## Band edges of SnSe₂ across its layers

The quantity studied is the energy of a one-electron level at a given point of reciprocal space. The levels come from a density-functional calculation with the PBEsol functional and without spin-orbit coupling. They are counted from the highest filled level on the mesh, which lies at Γ (0, 0, 0). In the table, "level under 1" is the highest filled level at a point and "level over 1" the lowest empty one. The numbers "point a", "point b" and "point c" state how the electron wave changes from cell to cell. Point c refers to the stacking direction: at 0 the wave repeats from layer to layer, and at ½ it changes sign.

ABINIT 10.8.3, plane-wave DFT with PBEsol and PseudoDojo NC SR PBEsol v0.4.1 standard pseudopotentials, for SnSe₂ (P-3m1) in the given geometry, without spin polarisation or spin-orbit coupling. The k mesh is 6×6×4, the plane-wave cutoff 1061.24 eV and the Fermi-Dirac smearing width 0.05 eV. Levels are counted from the valence top on the mesh.

| point a (reciprocal cell vector) | point b (reciprocal cell vector) | point c (reciprocal cell vector) | level under 4 (eV) | level under 3 (eV) | level under 2 (eV) | level under 1 (eV) | level over 1 (eV) | level over 2 (eV) |
| --- | --- | --- | --- | --- | --- | --- | --- | --- |
| 0.0000 | 0.0000 | 0.0000 | -0.708 | -0.406 | -0.406 | 0.000 | 0.966 | 2.836 |
| 0.5000 | 0.0000 | 0.0000 | -2.941 | -2.712 | -1.240 | -0.320 | 1.079 | 3.688 |
| 0.1667 | 0.1667 | 0.0000 | -3.471 | -1.443 | -1.294 | -0.157 | 2.153 | 4.884 |
| 0.3333 | 0.3333 | 0.0000 | -3.759 | -3.392 | -1.557 | -1.557 | 1.345 | 6.587 |
| 0.3333 | 0.3333 | 0.2500 | -4.049 | -3.591 | -0.970 | -0.970 | 1.874 | 5.522 |
| 0.5000 | 0.0000 | 0.5000 | -2.545 | -2.016 | -0.868 | -0.716 | 0.789 | 4.160 |
| 0.3333 | 0.3333 | 0.5000 | -4.268 | -3.772 | -0.380 | -0.380 | 2.494 | 4.642 |

### Shifts as large as the gap

SnSe₂ is a layered solid, and one might picture its electrons as confined to single layers. In that case the levels would hardly depend on point c. The table shows shifts of about 1 eV instead, which is as much as the direct gap at Γ. From K (⅓, ⅓, 0) to H (⅓, ⅓, ½) the highest filled level rises by 1.18 eV and the lowest empty one by 1.15 eV.

The direct gap, taken between these two levels at the same point, changes by only 0.03 eV between K and H. A nearly constant gap can therefore hide strong coupling between layers. The spectrum does not move as a whole, because the third and fourth filled levels go down by 0.38 and 0.51 eV on the same path. The two band edges thus need a cause that acts on each level according to its shape.

### Which orbitals are involved

Electron counting tells which orbitals matter. Above the deeper shells, each cell has six Se 4p orbitals and one Sn 5s orbital, which together form seven bands. Twelve electrons fill six of them. The seventh is the first empty band, in which Sn 5s and Se 4p are combined with opposing phase, that is, antibonding.

The table fits this count. The first empty level stays below 2.5 eV at the listed points and the second stays above 2.8 eV, as they should if a single band stands apart. The orbital names themselves rest on the count and on standard chemistry. What matters below is that both band edges contain Se 4p orbitals, and that these are the orbitals that face each other between the layers.

### Two contacts of nearly equal length

Each layer has a plane of Sn atoms between two planes of Se atoms. A Se atom in the upper plane has three Se neighbours in the lower plane of its own layer. It has three more in the lower plane of the next layer, across the open space. The first set lies at 3.77 Å and the second at 3.79 Å.

To the Se 4p orbitals the open space is therefore hardly wider than the layer itself. The layers are stacked directly above one another, so the two sets of links also have the same sideways directions. They differ in only one respect: one set points down and the other up. The whole argument rests on how the orbitals respond to this difference.

Going from point c = 0 to ½ leaves the contact inside the layer as it was. The contact across the space changes sign, because the wave now has opposite sign in the next layer. A contact that was bonding becomes antibonding, and the reverse. As long as its mixture of orbitals stays much the same, a level rises if it loses bonding in this way and falls if it loses antibonding.

### The filled pair between K and H

At K, at H and halfway between them, the two highest filled levels coincide. This pairing follows from the threefold symmetry about the stacking axis, together with inversion and time reversal. Symmetry also says how the Se 4p orbitals enter the pair: a vertical p orbital on one Se plane combines with an in-plane p orbital on the other.

The coupling between a vertical and an in-plane p orbital depends on the product of the vertical and sideways parts of the link. It therefore has opposite signs for a link that points up and one that points down. At K the two contacts work against each other and nearly cancel. At H the sign change of the wave makes them add. The coupling then drives the two combinations apart, and the upper one, which forms the valence edge here, is pushed up.

A simpler system with the same logic is a chain of identical atoms with one orbital each, joined by two alternating kinds of link. Its two levels lie above and below their mean by the size of the summed couplings, and the split closes where these cancel. The comparison holds for the direction of the shift but not for its course. With equal and opposite couplings the chain would complete 71% of the rise halfway, whereas the table shows half. The chain leaves out the Sn atoms. Symmetry lets the in-plane Sn 5p orbitals couple to both Se orbitals, and this coupling inside the layer is expected to mix them already at K. The table fits this: the fourth filled level, probably the lower partner, lies 2.2 eV below the pair at K and falls towards H. With the mixture largely fixed in this way, the contact across the space simply turns from bonding to antibonding, and half of the rise is expected halfway.

### The empty level between K and H

The lowest empty level follows another route to the same result. Its Sn 5s part selects those Se 4p orbitals that point towards the Sn atoms. At K the wave turns by a third of a cycle from one neighbour to the next. The vertical parts then cancel, and only in-plane p orbitals remain.

The coupling between two in-plane orbitals contains the sideways part of the link twice and the vertical part not at all. It is therefore the same for links that point up and links that point down. Adding the three links with their phases shows that both contacts are bonding at K. At H the contact across the space has turned antibonding and offsets the one inside the layer. The level loses the bonding that held it down, and so it rises.

Both edges thus respond to the same contacts, which makes shifts of similar size plausible. No symmetry ties the two shifts together, however. Their agreement within 0.03 eV is best regarded as a coincidence of this material and this structure.

### An estimate for the point halfway

The picture for the empty level can be put into a formula. Let θ be 2π times point c, the phase by which the wave advances from one layer to the next. If only adjacent layers interact and the level keeps its mixture of orbitals, the contact across the space contributes in proportion to cos θ:

E(θ) = E₀ − B cos θ

Here E₀ collects everything that stays inside a layer, and B is the strength of the bonding across the space at K. At K the cosine is 1, at H it is −1, and halfway it is zero. The level halfway should therefore be the mean of the two ends.

For the lowest empty level this gives (1.345 + 2.494)/2 = 1.92 eV. The calculation has 1.87 eV at that point, which was not used in the estimate. The difference is about 4% of the rise from K to H. The course of this level thus fits coupling between adjacent layers, although one point between the ends is a limited test and the size of B was not derived. The same mean also reproduces the filled pair to within 0.01 eV, as expected if the Sn atoms hold its mixture of orbitals nearly fixed along the path. In neither case does the mean identify the orbitals.

### Where the level falls instead

The path from M (½, 0, 0) to L (½, 0, ½) also leads straight across the layers, yet here the lowest empty level falls by 0.29 eV. The rule is the same, but the starting point differs. At M the Se orbitals that point towards Sn are tilted out of the plane. If head-on overlap counts for more than sideways overlap, the sum over the links is bonding inside the layer and antibonding across the space. Moving towards L reverses the latter contact, and the level drops. The symmetry is lower here, however, and does not fix the balance of vertical and in-plane parts, so the mixture is expected to change on the way and the cosine formula need not hold. The mean of the two ends is 0.93 eV, while the lowest empty level on the mesh, 0.72 eV, probably lies at the unlisted point (½, 0, ¼) halfway between them, below both ends.

The filled levels at M have lower symmetry and no common pattern. The highest one falls by 0.40 eV towards L, while the next three rise. Such a mixture is natural when the coupling across the space changes sign: levels that were antibonding there come down, and levels that were bonding go up. The columns are sorted by energy, so a column need not follow one and the same orbital from M to L.

### Γ and the irregular point beside it

Γ has the smallest direct gap of the seven points, 0.97 eV, and the vertical p orbitals explain why. The highest filled level is single there, whereas in-plane p orbitals must come in pairs at Γ. It is therefore built from vertical orbitals. If those of the two Se planes pointed in opposite directions, they would mix with Sn 5s and be split into a low filled level and an empty one. The highest filled level should thus be the combination in which they all point the same way, so that positive lobes meet negative ones. This is antibonding through both contacts and pushes the level up. In the lowest empty level the vertical orbitals of the two Se planes point in opposite directions, like lobes meet, and the level is held down.

The point (⅙, ⅙, 0), halfway from Γ to K, looks irregular. Its lowest empty level lies at 2.15 eV, above those of both Γ and K. The rise from Γ fits the loss of the head-on bonding as the orbitals tilt. The drop towards K has another likely source: the six Se neighbours that each Se atom has in its own plane, at 3.81 Å. At K the in-plane p orbitals are bonding towards these neighbours, whereas at (⅙, ⅙, 0) the gain from them should be smaller. This is what the phases of the wave lead one to expect; the orbitals themselves were not analysed.

### What the numbers can be used for

The smallest gap on the mesh is 0.72 eV. It is indirect, and its upper edge lies at a mesh point other than the seven listed, since the lowest empty level among them is at 0.79 eV. PBEsol usually makes semiconductor gaps too small, so this value should not serve as a design figure. The shifts between points are the more instructive result.

Two settings bear directly on the mechanism. Spin-orbit coupling would split the filled pairs at Γ, K and H, which coincide only because it was left out. The atomic positions were not relaxed, and forces of 0.62 eV/Å act on the Se atoms along the stacking direction. If these atoms move, the two Se–Se contacts will probably match less closely, which would make the near-cancellation at K less complete.

For a related layered compound, three questions help to find the direction of a shift. Which p orbitals does the level contain at the chosen point? Is their contact across the open space bonding or antibonding when the wave repeats from layer to layer? And how does the length of that contact compare with the one inside the layer? The second answer gives the direction if the level keeps much the same mixture of orbitals along the path. It is less safe on paths of low symmetry such as M to L, where vertical and in-plane orbitals can remix and the level need not move steadily from one end to the other. The third answer tells whether the shift is likely to matter.
